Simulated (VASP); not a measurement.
# N (Pnma) in VASP: a series of runs

One crystal, N, is run at these levels: PBE; tasks: single point.

Everything below comes from runs of VASP 6.6.1. Logs are shortened: lines on timing, memory, paths and dates and some standing lists are left out, and cuts for length are marked.

### Step 1. The crystal as given

Symmetry: Pnma, No. 62, orthorhombic system. Conventional cell: a = 4.749 Å, b = 7.873 Å, c = 3.541 Å, α = 90.00°, β = 90.00°, γ = 90.00°. Around N (site symmetry m) lie 2 N at 2.51 Å.

### Step 2. Single point, PBE

The input, INCAR:

```
  PREC = Accurate
  ENCUT = 520
  EDIFF = 1E-6
  ISMEAR = 0
  SIGMA = 0.1
  LREAL = False
  LASPH = True
  NELM = 100
  ALGO = Normal
  ISIF = 2
  LWAVE = False
  LCHARG = False
  GGA = PE
  NBANDS = 18
```

The input, KPOINTS:

```
Automatic mesh
0
Gamma
  4 2 6
```

The input, POSCAR:

```
N
1.0
    4.7490000000      0.0000000000      0.0000000000
    0.0000000000      7.8730000000      0.0000000000
    0.0000000000      0.0000000000      3.5410000000
N
4
Direct
    0.0205000000      0.2500000000      0.6348000000
    0.9795000000      0.7500000000      0.3652000000
    0.4795000000      0.7500000000      0.1348000000
    0.5205000000      0.2500000000      0.8652000000
```

Potentials or basis: VASP PAW PBE potentials, release 64 (N).

Run with:

```sh
$ cat potpaw_PBE.64/N/POTCAR > POTCAR
$ mpirun -np 1 vasp_std > vasp.out
```

OUTCAR:

```text
PREC = Accurate
   ENCUT = 520
   EDIFF = 1E-6
   ISMEAR = 0
   LREAL = False
   LASPH = True
   NELM = 100
   ISIF = 2
   GGA = PE

 ion  position               nearest neighbor table
   1  0.020  0.250  0.635-
   2  0.980  0.750  0.365-
   3  0.480  0.750  0.135-
   4  0.520  0.250  0.865-

  LATTYP: Found a simple orthorhombic cell.
 ALAT       =     3.5410000000
 B/A-ratio  =     1.3411465688
 C/A-ratio  =     2.2233832251

  Lattice vectors:

 A1 = (   0.0000000000,   0.0000000000,   3.5410000000)
 A2 = (   4.7490000000,   0.0000000000,   0.0000000000)
 A3 = (   0.0000000000,   7.8730000000,   0.0000000000)

Analysis of symmetry for initial positions (statically):
=====================================================================
 Subroutine PRICEL returns:
 Original cell was already a primitive cell.

 Routine SETGRP: Setting up the symmetry group for a
 simple orthorhombic supercell.

 Subroutine GETGRP returns: Found  8 space group operations
 (whereof  2 operations were pure point group operations)
 out of a pool of  8 trial point group operations.

The static configuration has the point symmetry S_2 .
 The point group associated with its full space group is D_2h.

Analysis of symmetry for dynamics (positions and initial velocities):
=====================================================================
 Subroutine PRICEL returns:
 Original cell was already a primitive cell.

 Routine SETGRP: Setting up the symmetry group for a
 simple orthorhombic supercell.

 Subroutine GETGRP returns: Found  8 space group operations
 (whereof  2 operations were pure point group operations)
 out of a pool of  8 trial point group operations.

The dynamic configuration has the point symmetry S_2 .
 The point group associated with its full space group is D_2h.

 Subroutine INISYM returns: Found  8 space group operations
 (whereof  2 operations are pure point group operations),
 and found     1 'primitive' translations

----------------------------------------------------------------------------------------

                                     Primitive cell

  volume of cell :     132.3940

  direct lattice vectors                    reciprocal lattice vectors
     4.749000000  0.000000000  0.000000000     0.210570646  0.000000000  0.000000000
     0.000000000  7.873000000  0.000000000     0.000000000  0.127016385  0.000000000
     0.000000000  0.000000000  3.541000000     0.000000000  0.000000000  0.282406100

  length of vectors
     4.749000000  7.873000000  3.541000000     0.210570646  0.127016385  0.282406100

  position of ions in fractional coordinates (direct lattice)
     0.020500000  0.250000000  0.634800000
     0.979500000  0.750000000  0.365200000
     0.479500000  0.750000000  0.134800000
     0.520500000  0.250000000  0.865200000

  ion indices of the primitive-cell ions
   primitive index   ion index
                 1           1
                 2           2
                 3           3
                 4           4

----------------------------------------------------------------------------------------

 KPOINTS: Automatic mesh

Automatic generation of k-mesh.
 Grid dimensions read from file:
 generate k-points for:    4    2    6

 Generating k-lattice:

  Cartesian coordinates                     Fractional coordinates (reciprocal lattice)
     0.052642662  0.000000000  0.000000000     0.250000000  0.000000000  0.000000000
     0.000000000  0.063508193  0.000000000     0.000000000  0.500000000  0.000000000
     0.000000000  0.000000000  0.047067683     0.000000000  0.000000000  0.166666667

  Length of vectors
     0.052642662  0.063508193  0.047067683

  Shift w.r.t. Gamma in fractional coordinates (k-lattice)
     0.000000000  0.000000000  0.000000000

 Subroutine IBZKPT returns following result:
 ===========================================

 Found     24 irreducible k-points:

 Following reciprocal coordinates:
            Coordinates               Weight
  0.000000  0.000000  0.000000      1.000000
  0.250000  0.000000  0.000000      2.000000
  0.500000  0.000000  0.000000      1.000000
  0.000000  0.500000  0.000000      1.000000
  0.250000  0.500000  0.000000      2.000000
  0.500000  0.500000  0.000000      1.000000
[... 16 lines left out ...]
  0.250000  0.500000  0.500000      2.000000
  0.500000  0.500000  0.500000      1.000000
   k-points           NKPTS =     24   k-points in BZ     NKDIM =     24   number of bands    NBANDS=     18
   number of dos      NEDOS =    301   number of ions     NIONS =      4
   total plane-waves  NPLWV =  60480
   dimension x,y,z NGX =    36 NGY =   60 NGZ =   28
   dimension x,y,z NGXF=    72 NGYF=  120 NGZF=   56
   ions per type =               4
   NGX,Y,Z   is equivalent  to a cutoff of  12.60, 12.67, 13.15 a.u.
   NGXF,Y,Z  is equivalent  to a cutoff of  25.20, 25.34, 26.29 a.u.
 SYSTEM =  unknown system
   PREC   = accura    normal or accurate (medium, high low for compatibility)
   ISTART =      0    job   : 0-new  1-cont  2-samecut
   ICHARG =      2    charge: 1-file 2-atom 10-const
   ISPIN  =      1    spin polarized calculation?
   LNONCOLLINEAR =      F non collinear calculations
   LSORBIT =      F    spin-orbit coupling
   LASPH  =      T    aspherical Exc in radial PAW
   ENCUT  =  520.0 eV  38.22 Ry    6.18 a.u.   8.83 14.64  6.58*2*pi/ulx,y,z
   NELM   =    100;   NELMIN=  2; NELMDL= -5     # of ELM steps
   EDIFF  = 0.1E-05   stopping-criterion for ELM
   LREAL  =      F    real-space projection
   EDIFFG = 0.1E-04   stopping-criterion for IOM
   NSW    =      0    number of steps for IOM
   IBRION =     -1    ionic relax: 0-MD 1-quasi-New 2-CG
   NFREE  =      0    steps in history (QN), initial steepest desc. (CG)
   ISIF   =      2    stress and relaxation
   ISYM   =      2    0-nonsym 1-usesym 2-fastsym
   POTIM  = 0.5000    time-step for ionic-motion
   TEBEG  =    0.0;   TEEND  =   0.0 temperature during run
   PSTRESS=    0.0 pullay stress
   NELECT =      20.0000    total number of electrons
   NUPDOWN=      -1.0000    fix difference up-down
   EMIN   =  10.00;   EMAX   =-10.00  energy-range for DOS
   EFERMI =   0.00;   METHOD = LEGACY
   ISMEAR =     0;   SIGMA  =   0.10  broadening in eV -4-tet -1-fermi 0-gaus
   EFERMI_NEDOS =   21; number of points for ismear=-14 and -15
   IALGO  =     38    algorithm
   IMIX   =      4    mixing-type and parameters
     AMIX     =   0.40;   BMIX     =  1.00
     AMIX_MAG =   1.60;   BMIX_MAG =  1.00
  volume/ion in A,a.u.               =      33.10       223.36
  Fermi-wavevector in a.u.,A,eV,Ry     =   0.871891  1.647635 10.343059  0.760193
  Thomas-Fermi vector in A             =   1.991063
   LORBIT       =      0    0 simple, 1 ext, 2 COOP (PROOUT), +10 PAW based schemes
   GGA     = PE    functional components
   LHFCALC =     F    Hartree Fock is set to
   AEXX    =    0.0000 exact exchange contribution
   IVDW    =     0    specifies the selected vdW correction
   LEPSILON=     F    determine dielectric tensor
   LRPA    =     F    only Hartree local field effects (RPA)
 non-spin polarized calculation
 Gauss-broadening in eV      SIGMA  =   0.10
  energy-cutoff  :      520.00
  volume of cell :      132.39
 maximum number of plane-waves:      3586
 NGX is ok and might be reduce to    36
   NGX = 17   NGY = 29   NGZ = 13

 number of electron      19.9999997 magnetization

 Free energy of the ion-electron system (eV)
  ---------------------------------------------------
  ext. energy  EPLUGINS =         0.00000000
  ---------------------------------------------------
  free energy    TOTEN  =        -7.53545844 eV

  energy without entropy =       -7.48475049  energy(sigma->0) =       -7.51010447

 E-fermi :  -4.8986     XC(G=0):  -5.8041

 val. band max:       -4.9698002393   @ k =   0.5000   0.5000   0.1667
 cond. band min:      -4.8918678405   @ k =   0.5000   0.5000   0.3333
 fundamental gap:      0.0779323988
 Fermi energy:        -4.8986257020

 k-point     1 :       0.0000    0.0000    0.0000
  band No.  band energies     occupation
      1     -17.2916      2.00000
      2     -17.2358      2.00000
      3     -15.7663      2.00000
      4     -15.7351      2.00000
      5      -6.7039      2.00000
      6      -6.6352      2.00000
[... 10 lines left out ...]
     17       2.1392      0.00000
     18       4.4077      0.00000

 k-point     2 :       0.2500    0.0000    0.0000
  band No.  band energies     occupation
      1     -17.1065      2.00000
      2     -17.0532      2.00000
      3     -16.0399      2.00000
      4     -16.0034      2.00000
      5      -6.2379      2.00000
      6      -6.1761      2.00000
[... 10 lines left out ...]
     17       2.6016      0.00000
     18       4.6265      0.00000

 k-point     3 :       0.5000    0.0000    0.0000
  band No.  band energies     occupation
      1     -16.6155      2.00000
      2     -16.6155      2.00000
      3     -16.5694      2.00000
      4     -16.5694      2.00000
      5      -5.2689      2.00000
      6      -5.2689      2.00000
[... 10 lines left out ...]
     17       3.8035      0.00000
     18       3.8035      0.00000

 k-point     4 :       0.0000    0.5000    0.0000
  band No.  band energies     occupation
      1     -17.2639      2.00000
      2     -17.2639      2.00000
      3     -15.7508      2.00000
      4     -15.7508      2.00000
      5      -6.6699      2.00000
      6      -6.6699      2.00000
[... 375 lines left out ...]
      4     -15.7348      2.00000
      5      -6.4051      2.00000
      6      -6.4051      2.00000
[... 10 lines left out ...]
     17       5.1435      0.00000
     18       5.1435      0.00000

 k-point    23 :       0.2500    0.5000    0.5000
  band No.  band energies     occupation
      1     -16.8902      2.00000
      2     -16.8902      2.00000
      3     -15.9621      2.00000
      4     -15.9621      2.00000
      5      -6.3980      2.00000
      6      -6.3980      2.00000
[... 10 lines left out ...]
     17       5.4949      0.00000
     18       5.4949      0.00000

 k-point    24 :       0.5000    0.5000    0.5000
  band No.  band energies     occupation
      1     -16.4559      2.00000
      2     -16.4559      2.00000
      3     -16.4559      2.00000
      4     -16.4559      2.00000
      5      -5.9727      2.00000
      6      -5.9727      2.00000
[... 10 lines left out ...]
     17       6.3037      0.00000
     18       6.3037      0.00000

------------------------ aborting loop because EDIFF is reached ----------------------------------------

  FORCE on cell =-STRESS in cart. coord.  units (eV):
  Direction    XX          YY          ZZ          XY          YZ          ZX
  --------------------------------------------------------------------------------------
  -------------------------------------------------------------------------------------
  Total      -20.5486669     -0.7077153     -5.2472401      0.0000000      0.0000000      0.0000000
  in kB     -248.6714275     -8.5644759    -63.4999187      0.0000000      0.0000000      0.0000000
  external PRESSURE =    -106.9119407 kB  Pullay stress =       0.0000000 kB

 VOLUME and BASIS-vectors are now :
 -----------------------------------------------------------------------------
  energy-cutoff  :      520.00
  volume of cell :      132.39
      direct lattice vectors                 reciprocal lattice vectors
     4.749000000  0.000000000  0.000000000     0.210570646  0.000000000  0.000000000
     0.000000000  7.873000000  0.000000000     0.000000000  0.127016385  0.000000000
     0.000000000  0.000000000  3.541000000     0.000000000  0.000000000  0.282406100

 POSITION                                       TOTAL-FORCE (eV/Angst)
 -----------------------------------------------------------------------------------
      0.09735      1.96825      2.24783        -0.003645      0.000000      1.135807
      4.65165      5.90475      1.29317         0.003645      0.000000     -1.135807
      2.27715      5.90475      0.47733         0.003645      0.000000      1.135807
      2.47185      1.96825      3.06367        -0.003645     -0.000000     -1.135807
 -----------------------------------------------------------------------------------
    total drift:                                0.000000     -0.000000      0.000000

  FREE ENERGIE OF THE ION-ELECTRON SYSTEM (eV)
  ---------------------------------------------------
  free  energy   TOTEN  =        -7.5354584386 eV

  energy  without entropy=       -7.4847504950  energy(sigma->0) =       -7.51010447
```

Run time: 20 s. Hardware: 1 thread of AMD EPYC 9R45 (Zen 5), shared host; peak memory 0.2 GiB.

Results:

* Free energy: -7.5355 eV
* Pressure: -10.7 GPa
* Largest force: 1.136 eV/Å
* Band gap on the k mesh: none (metal or under the smearing width)

Forces on the atoms (eV/Å):
```
N   -0.004  0.000  1.136
N    0.004  0.000 -1.136
N    0.004  0.000  1.136
N   -0.004  0.000 -1.136
```

Caveat: the k mesh is coarse (spacing up to 0.40 Å⁻¹), so the values aren't converged; this functional lacks dispersion, which binds the layers, so the pressure and a relaxed spacing across them are unreliable; forces of over 1 eV/Å show positions far from the minimum, so gaps and moduli don't describe the material at rest.

### Step 3. Single point, PBE (strained and moved within the space group)

The input, INCAR:

```
PREC     = Accurate       # precision mode
ENCUT    = 520            # plane-wave cutoff, eV
EDIFF    = 1E-6           # SCF threshold, eV
ISMEAR   = 0              # smearing method
SIGMA    = 0.1            # smearing width, eV
LREAL    = False          # projectors in reciprocal space
LASPH    = True           # aspherical terms in the spheres
NELM     = 100            # most SCF steps
ALGO     = Fast           # electronic algorithm
ISIF     = 2              # what is computed and relaxed
LWAVE    = False          # write WAVECAR
LCHARG   = True           # write CHGCAR
GGA      = PE             # functional
LELF     = True           # ELF
LVHAR    = True         
NBANDS   = 18             # bands
```

The input, KPOINTS:

```
Automatic mesh
0
Gamma
  10 6 12
```

The input, POSCAR:

```
N
1.0
    4.5793657200      0.0000000000      0.0000000000
    0.0000000000      7.5285562500      0.0000000000
    0.0000000000      0.0000000000      3.5065106600
N
4
Direct
    0.0318687182      0.2500000000      0.6421916812
    0.9681312818      0.7500000000      0.3578083188
    0.4681312818      0.7500000000      0.1421916812
    0.5318687182      0.2500000000      0.8578083188
```

Potentials or basis: VASP PAW PBE potentials, release 64 (N).

Run with:

```sh
$ cat potpaw_PBE.64/N/POTCAR > POTCAR
$ mpirun -np 1 vasp_std > vasp.out
```

Run time: 2.9 min. Hardware: 1 thread of AMD EPYC 9R45 (Zen 5), shared host; peak memory 0.37 GiB.

The run converged. Its results:

* Free energy: -8.5213 eV
* Pressure: -12.5 GPa
* Largest force: 1.032 eV/Å
* Band gap on the k mesh: none (metal or under the smearing width)

Forces on the atoms (eV/Å):
```
N   -0.007  0.000  1.032
N    0.007  0.000 -1.032
N    0.007  0.000  1.032
N   -0.007  0.000 -1.032
```

Stress tensor (GPa, compression positive):
```
-30.57   0.00   0.00
  0.00  -1.02   0.00
  0.00   0.00  -5.80
```

Levels at points of the mesh, in eV from the Fermi level:
```
           k point  band 7  band 8  band 9  band 10  band 11  band 12  band 13  band 14
(0.00, 0.00, 0.00)   -1.16   -0.43    0.20     0.23     0.44     0.44     0.44     0.73
(0.50, 0.00, 0.00)   -0.42   -0.42   -0.42    -0.42     0.12     0.12     0.97     0.97
(0.00, 0.50, 0.00)   -0.82   -0.82    0.22     0.22     0.44     0.44     0.58     0.58
(0.50, 0.50, 0.00)   -0.44   -0.44   -0.16    -0.16    -0.16    -0.16     0.99     0.99
(0.00, 0.00, 0.50)   -1.01   -1.01   -0.56    -0.56     0.08     0.08     0.62     0.62
(0.50, 0.00, 0.50)   -1.16   -1.16   -0.15    -0.15     0.15     0.15     1.02     1.02
(0.00, 0.50, 0.50)   -1.05   -1.05   -0.49    -0.49     0.07     0.07     0.59     0.59
(0.50, 0.50, 0.50)   -1.21   -1.21    0.01     0.01     0.01     0.01     1.02     1.02
```

Caveat: this functional lacks dispersion, which binds the layers, so the pressure and a relaxed spacing across them are unreliable; forces of over 1 eV/Å show positions far from the minimum, so gaps and moduli don't describe the material at rest.
